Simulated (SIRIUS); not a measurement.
# Si2Mo (I4/mmm) in SIRIUS: equation of state, part 4 of 4

SIRIUS 7.12.0. Earlier steps stand in the parts before.

### Step 7. Equation of state, PBEsol, 14.22 Å³/atom (volume scaled by 1.06)

The input, sirius.json:

```json
{
  "control": {
    "processing_unit": "cpu",
    "std_evp_solver_name": "lapack",
    "gen_evp_solver_name": "lapack",
    "verbosity": 2,
    "print_forces": false,
    "ortho_rf": true,
    "use_second_variation": true,
    "rmt_max": 3.0,
    "num_bands_to_print": 24,
    "save_wf": true
  },
  "parameters": {
    "electronic_structure_method": "full_potential_lapwlo",
    "xc_functionals": ["XC_GGA_X_PBE_SOL", "XC_GGA_C_PBE_SOL"],
    "core_relativity": "dirac",
    "valence_relativity": "iora",
    "num_fv_states": 29,
    "smearing": "fermi_dirac",
    "smearing_width": 0.0018374661,
    "pw_cutoff": 20,
    "gk_cutoff": 3.52,
    "lmax_apw": 10,
    "lmax_rho": 8,
    "lmax_pot": 8,
    "num_mag_dims": 0,
    "auto_rmt": 0,
    "ngridk": [12, 12, 12],
    "shiftk": [0, 0, 0],
    "num_dft_iter": 80,
    "energy_tol": 1e-07,
    "density_tol": 1e-05,
    "use_symmetry": true
  },
  "settings": {"tol_ne": 1e-10},
  "iterative_solver": {"type": "exact"},
  "mixer": {"type": "anderson", "beta": 0.5, "max_history": 8},
  "unit_cell": {
    "lattice_vectors": [
      [-3.0828623801, 3.0828623801, 7.5732441154],
      [3.0828623801, -3.0828623801, 7.5732441154],
      [3.0828623801, 3.0828623801, -7.5732441154]
    ],
    "atom_types": ["Mo", "Si"],
    "atom_files": {"Mo": "Mo.json", "Si": "Si.json"},
    "atoms": {"Mo": [[0.0, 0.0, 0.0]], "Si": [[0.667, 0.667, 0.0], [0.333, 0.333, 0.0]]}
  }
}
```

The input, Mo.json:

```json
{
  "name": "molybdenum",
  "symbol": "Mo",
  "number": 42,
  "mass": 95.96,
  "rmin": 1e-06,
  "rmt": 2.5,
  "nrmt": 800,
  "rinf": 17.03,
  "core": "1s2s2p3s3p3d",
  "valence": [
    {"basis": [{"enu": 0.2, "dme": 0, "n": 0, "auto": 0}, {"enu": 0.2, "dme": 1, "n": 0, "auto": 0}]},
    {"l": 0, "n": 1, "basis": [{"enu": 0.3, "dme": 0, "n": 0, "auto": 0}]},
    {"l": 1, "n": 2, "basis": [{"enu": 0.3, "dme": 0, "n": 0, "auto": 0}]},
    {"l": 2, "n": 3, "basis": [{"enu": 0.3, "dme": 0, "n": 0, "auto": 0}]},
    {"l": 3, "n": 4, "basis": [{"enu": 0.3, "dme": 0, "n": 0, "auto": 0}]}
  ],
  "lo": [
    {"l": 0, "basis": [{"enu": 0.3, "dme": 0, "n": 0, "auto": 0}, {"enu": 0.3, "dme": 1, "n": 0, "auto": 0}]},
    {
      "l": 0,
      "basis": [{"enu": -1.9159, "dme": 0, "n": 4, "auto": 1}, {"enu": -1.9159, "dme": 1, "n": 4, "auto": 1}]
    },
    {"l": 0, "basis": [{"enu": -1.9159, "dme": 1, "n": 4, "auto": 1}, {"enu": 0.3, "dme": 0, "n": 0, "auto": 0}]},
    {"l": 0, "basis": [{"enu": 0.3, "dme": 0, "n": 0, "auto": 0}, {"enu": 2.86, "dme": 0, "n": 0, "auto": 0}]},
    {"l": 1, "basis": [{"enu": 0.3, "dme": 0, "n": 0, "auto": 0}, {"enu": 0.3, "dme": 1, "n": 0, "auto": 0}]},
    {
      "l": 1,
      "basis": [{"enu": -0.9713, "dme": 0, "n": 4, "auto": 1}, {"enu": -0.9713, "dme": 1, "n": 4, "auto": 1}]
    },
    {"l": 1, "basis": [{"enu": -0.9713, "dme": 1, "n": 4, "auto": 1}, {"enu": 0.3, "dme": 0, "n": 0, "auto": 0}]},
    {"l": 1, "basis": [{"enu": 0.3, "dme": 0, "n": 0, "auto": 0}, {"enu": 3.244, "dme": 0, "n": 0, "auto": 0}]},
    {"l": 2, "basis": [{"enu": 0.3, "dme": 0, "n": 0, "auto": 0}, {"enu": 0.3, "dme": 1, "n": 0, "auto": 0}]},
    {"l": 2, "basis": [{"enu": 0.3, "dme": 1, "n": 0, "auto": 0}, {"enu": 0.3, "dme": 2, "n": 0, "auto": 0}]},
    {"l": 2, "basis": [{"enu": 0.3, "dme": 0, "n": 0, "auto": 0}, {"enu": 2.796, "dme": 0, "n": 0, "auto": 0}]},
    {"l": 3, "basis": [{"enu": 0.3, "dme": 0, "n": 0, "auto": 0}, {"enu": 0.3, "dme": 1, "n": 0, "auto": 0}]},
    {"l": 3, "basis": [{"enu": 0.3, "dme": 0, "n": 0, "auto": 0}, {"enu": 3.084, "dme": 0, "n": 0, "auto": 0}]}
  ],
  "free_atom": [... radial grid and density of the free atom, the start of the SCF ...]
}
```

The input, Si.json:

```json
{
  "name": "silicon",
  "symbol": "Si",
  "number": 14,
  "mass": 28.0855,
  "rmin": 1e-06,
  "rmt": 2.26,
  "nrmt": 800,
  "rinf": 17.42,
  "core": "1s",
  "valence": [
    {"basis": [{"enu": 0.2, "dme": 0, "n": 0, "auto": 0}, {"enu": 0.2, "dme": 1, "n": 0, "auto": 0}]},
    {"l": 0, "n": 1, "basis": [{"enu": 0.2268, "dme": 0, "n": 0, "auto": 0}]},
    {"l": 1, "n": 2, "basis": [{"enu": 0.3, "dme": 0, "n": 0, "auto": 0}]},
    {"l": 2, "n": 3, "basis": [{"enu": 0.3, "dme": 0, "n": 0, "auto": 0}]},
    {"l": 3, "n": 4, "basis": [{"enu": 0.3, "dme": 0, "n": 0, "auto": 0}]}
  ],
  "lo": [
    {
      "l": 0,
      "basis": [{"enu": 0.2268, "dme": 0, "n": 0, "auto": 0}, {"enu": 0.2268, "dme": 1, "n": 0, "auto": 0}]
    },
    {
      "l": 0,
      "basis": [{"enu": -4.6407, "dme": 0, "n": 2, "auto": 1}, {"enu": -4.6407, "dme": 1, "n": 2, "auto": 1}]
    },
    {
      "l": 0,
      "basis": [{"enu": -4.6407, "dme": 1, "n": 2, "auto": 1}, {"enu": 0.2268, "dme": 0, "n": 0, "auto": 0}]
    },
    {
      "l": 0,
      "basis": [{"enu": 0.2268, "dme": 0, "n": 0, "auto": 0}, {"enu": 3.3593, "dme": 0, "n": 0, "auto": 0}]
    },
    {"l": 1, "basis": [{"enu": 0.3, "dme": 0, "n": 0, "auto": 0}, {"enu": 0.3, "dme": 1, "n": 0, "auto": 0}]},
    {
      "l": 1,
      "basis": [{"enu": -3.0598, "dme": 0, "n": 2, "auto": 1}, {"enu": -3.0598, "dme": 1, "n": 2, "auto": 1}]
    },
    {"l": 1, "basis": [{"enu": -3.0598, "dme": 1, "n": 2, "auto": 1}, {"enu": 0.3, "dme": 0, "n": 0, "auto": 0}]},
    {"l": 1, "basis": [{"enu": 0.3, "dme": 0, "n": 0, "auto": 0}, {"enu": 3.9025, "dme": 0, "n": 0, "auto": 0}]},
    {"l": 2, "basis": [{"enu": 0.3, "dme": 0, "n": 0, "auto": 0}, {"enu": 0.3, "dme": 1, "n": 0, "auto": 0}]},
    {"l": 2, "basis": [{"enu": 0.3, "dme": 1, "n": 0, "auto": 0}, {"enu": 0.3, "dme": 2, "n": 0, "auto": 0}]},
    {"l": 2, "basis": [{"enu": 0.3, "dme": 0, "n": 0, "auto": 0}, {"enu": 3.3543, "dme": 0, "n": 0, "auto": 0}]},
    {"l": 3, "basis": [{"enu": 0.3, "dme": 0, "n": 0, "auto": 0}, {"enu": 0.3, "dme": 1, "n": 0, "auto": 0}]}
  ],
  "free_atom": [... radial grid and density of the free atom, the start of the SCF ...]
}
```

The input, sirius_start.json:

```json
{
  "control": {
    "processing_unit": "cpu",
    "std_evp_solver_name": "lapack",
    "gen_evp_solver_name": "lapack",
    "verbosity": 1,
    "print_forces": false,
    "ortho_rf": true,
    "use_second_variation": true,
    "rmt_max": 3.0,
    "num_bands_to_print": 24,
    "save_wf": false
  },
  "parameters": {
    "electronic_structure_method": "full_potential_lapwlo",
    "xc_functionals": ["XC_LDA_X", "XC_LDA_C_PW"],
    "core_relativity": "dirac",
    "valence_relativity": "iora",
    "num_fv_states": 29,
    "smearing": "fermi_dirac",
    "smearing_width": 0.0055123983,
    "pw_cutoff": 20,
    "gk_cutoff": 2.82,
    "lmax_apw": 10,
    "lmax_rho": 8,
    "lmax_pot": 8,
    "num_mag_dims": 0,
    "auto_rmt": 0,
    "ngridk": [5, 5, 5],
    "shiftk": [0, 0, 0],
    "num_dft_iter": 30,
    "energy_tol": 0.01,
    "density_tol": 0.05,
    "use_symmetry": true
  },
  "settings": {"tol_ne": 1e-10},
  "iterative_solver": {"type": "exact"},
  "mixer": {"type": "anderson", "beta": 0.5, "max_history": 8},
  "unit_cell": {
    "lattice_vectors": [
      [-3.0828623801, 3.0828623801, 7.5732441154],
      [3.0828623801, -3.0828623801, 7.5732441154],
      [3.0828623801, 3.0828623801, -7.5732441154]
    ],
    "atom_types": ["Mo", "Si"],
    "atom_files": {"Mo": "Mo.json", "Si": "Si.json"},
    "atoms": {"Mo": [[0.0, 0.0, 0.0]], "Si": [[0.667, 0.667, 0.0], [0.333, 0.333, 0.0]]}
  }
}
```

Potentials or basis: all-electron FP-LAPW, apw+lo standard.

On the command line:

```console
OMP_NUM_THREADS=1 sirius.scf --input=sirius_start.json --output=start.json
OMP_NUM_THREADS=1 sirius.scf --input=sirius.json --output=output.json --task=1
```

Log:

```text
[info] SIRIUS version : 7.12.0
[info] number of MPI ranks           : 1
[info] MPI grid                      : 1 1
[info] maximum number of OMP threads : 1
[fft] FFT context for density and potential
[fft] =====================================
[fft]   plane wave cutoff                     : 20
[fft]   grid size                             : 60 60 60   total : 216000
[fft]   grid limits                           : -29 30   -29 30   -29 30
[fft]   number of G-vectors within the cutoff : 38905
[fft]   number of G-shells                    : 2800
[fft] FFT context for coarse grid
[fft] =====================================
[fft]   plane wave cutoff                     : 7.04
[fft]   grid size                             : 24 24 24   total : 13824
[fft]   grid limits                           : -11 12   -11 12   -11 12
[fft]   number of G-vectors within the cutoff : 1677
[fft]   number of G-shells                    : 153
[unit cell] lattice vectors
[unit cell]   a1 :      -3.0828623801      3.0828623801      7.5732441154
[unit cell]   a2 :       3.0828623801     -3.0828623801      7.5732441154
[unit cell]   a3 :       3.0828623801      3.0828623801     -7.5732441154
[unit cell] reciprocal lattice vectors
[unit cell]   b1 :       0.0000000000      1.0190505661      0.4148278605
[unit cell]   b2 :       1.0190505661      0.0000000000      0.4148278605
[unit cell]   b3 :       1.0190505661      1.0190505661      0.0000000000
[unit cell] unit cell volume :       287.90567378 [a.u.^3]
[unit cell] 1/sqrt(omega)    :         0.05893522
[unit cell] MT volume        :       162.15373207 (56.32%)
[unit cell] IT volume        :       125.75194171 (43.68%)
[unit cell] number of atom types : 2
[unit cell] type id : 0 symbol : Mo mt_radius :   2.500000 num_atoms : 1
[unit cell] type id : 1 symbol : Si mt_radius :   2.260000 num_atoms : 2
[unit cell] total number of atoms : 3
[unit cell] number of symmetry classes : 2
[... 502 lines left out ...]
[diagonalize] ik:  160   -4.540684   -4.540653   -2.934575   -2.934575   -2.934425   -2.934424   -2.933971   -2.933938   -1.839121   -0.890011   -0.887142   -0.886580   -0.026068    0.041004    0.265306    0.303298    0.355660    0.356869    0.376441    0.381421    0.419475    0.538802    0.580302    0.604679
[diagonalize] ik:  161   -4.540686   -4.540652   -2.934578   -2.934578   -2.934423   -2.934423   -2.933984   -2.933931   -1.839156   -0.890057   -0.886631   -0.886631   -0.035159    0.045602    0.272605    0.312751    0.348890    0.348890    0.394154    0.394154    0.409368    0.508298    0.589002    0.593203
[diagonalize] ik:  162   -4.540685   -4.540653   -2.934578   -2.934578   -2.934421   -2.934421   -2.933963   -2.933947   -1.839154   -0.890093   -0.886629   -0.886629   -0.026319    0.033977    0.271658    0.311101    0.369633    0.369633    0.370631    0.370631    0.409685    0.549684    0.553951    0.603306
[generate_core_charge_density] atom class : 0
[generate_core_charge_density]   n,l,k : 1 0 1  energy :        -727.16152501
[generate_core_charge_density]   n,l,k : 2 0 1  energy :        -102.24758870
[generate_core_charge_density]   n,l,k : 2 1 1  energy :         -94.03814716
[generate_core_charge_density]   n,l,k : 2 1 2  energy :         -90.12577460
[generate_core_charge_density]   n,l,k : 3 0 1  energy :         -16.96576909
[generate_core_charge_density]   n,l,k : 3 1 1  energy :         -13.84270538
[generate_core_charge_density]   n,l,k : 3 1 2  energy :         -13.19817014
[generate_core_charge_density]   n,l,k : 3 2 2  energy :          -7.67297880
[generate_core_charge_density]   n,l,k : 3 2 3  energy :          -7.55087728
[generate_core_charge_density] atom class : 1
[generate_core_charge_density]   n,l,k : 1 0 1  energy :         -64.92995389
[... 22 lines left out ...]
[find] valence_eval_sum               :     -59.09114117
[find] core_eval_sum                  :   -2657.40009260
[find] kinetic energy                 :    4775.75944237
[find] enuc                           :   -5600.21390475
[find] <rho|V^{XC}>                   :    -213.07836613
[find] <rho|E^{XC}>                   :    -162.47943770
[find] <mag|B^{XC}>                   :       0.00000000
[find] <rho|V^{H}>                    :   -7279.17231001
[find] smearing (-TS)                 :      -0.00009335
[find] SCF correction                 :      -0.00002566
[find] Total energy                   :   -4626.52008074 (Ha),   -9253.04016148 (Ry)
[find] Free energy (E-TS)             :   -4626.52017409 (Ha),   -9253.04034818 (Ry)
[find] band gap (eV)                  :       0.00000000
[find] Efermi                         :       0.39541130
[find] iteration : 6, RMS (target) : 8.9402e-06 (1.0000e-05) , energy difference (target) : -2.7056e-08 (1.0000e-07)
[find] converged after 7 SCF iterations!
[find] Charges and magnetic moments
[find] --------------------------------------------------------------------------------
[find] atom      charge    core leakage
[find] --------------------------------------------------------------------------------
[find]    0   40.342876    6.889133e-07
[find]    1   12.422409    0.000000e+00
[find]    2   12.422409    0.000000e+00
[find] total core leakage    : 6.88913255e-07
[find] interstitial charge   : 4.812305
[find] total charge          : 69.999997
[find] Energy
[find] --------------------------------------------------------------------------------
[find] valence_eval_sum               :     -59.09114117
[find] core_eval_sum                  :   -2657.40009260
[find] kinetic energy                 :    4775.75944237
[find] enuc                           :   -5600.21390475
[find] <rho|V^{XC}>                   :    -213.07836613
[find] <rho|E^{XC}>                   :    -162.47943770
[find] <mag|B^{XC}>                   :       0.00000000
[find] <rho|V^{H}>                    :   -7279.17231001
[find] smearing (-TS)                 :      -0.00009335
[find] SCF correction                 :      -0.00002566
[find] Total energy                   :   -4626.52008074 (Ha),   -9253.04016148 (Ry)
[find] Free energy (E-TS)             :   -4626.52017409 (Ha),   -9253.04034818 (Ry)
[find] band gap (eV)                  :       0.00000000
[find] Efermi                         :       0.39541130
```

It took 88 s on 1 thread of Intel Xeon 6975P-C (Granite Rapids), shared host; peak memory 0.92 GiB.

Results:

| Quantity | Value |
| --- | --- |
| Free energy | -125894.0274 eV |
| Band gap on the k mesh | none (metal or under the smearing width) |
| All electrons inside the program's atomic spheres | Mo 40.34; Si 12.42 (radii Mo 2.5, Si 2.26 bohr) |

### Step 8. Equation of state, PBEsol

Potentials or basis: all-electron FP-LAPW, apw+lo standard.

No new run: the results of the series are fitted here.

What came out:

| Quantity | Value |
| --- | --- |
| Equilibrium volume | 13.25 Å³/atom |
| Bulk modulus at fixed shape and positions | 222 GPa |
| Pressure derivative of the bulk modulus | 4.4 |

Energy against volume, from the lowest point:
| volume (Å³/atom) | energy (meV/atom) |
| --- | --- |
| 12.611 | 22.62 |
| 12.879 | 6.92 |
| 13.148 | 0.00 |
| 13.416 | 0.92 |
| 13.684 | 8.93 |
| 13.953 | 23.23 |
| 14.221 | 43.18 |

Caveat: the cell was scaled at fixed shape and fractional positions, which overstates the stiffness of a crystal with free parameters, most of all of layers and chains.
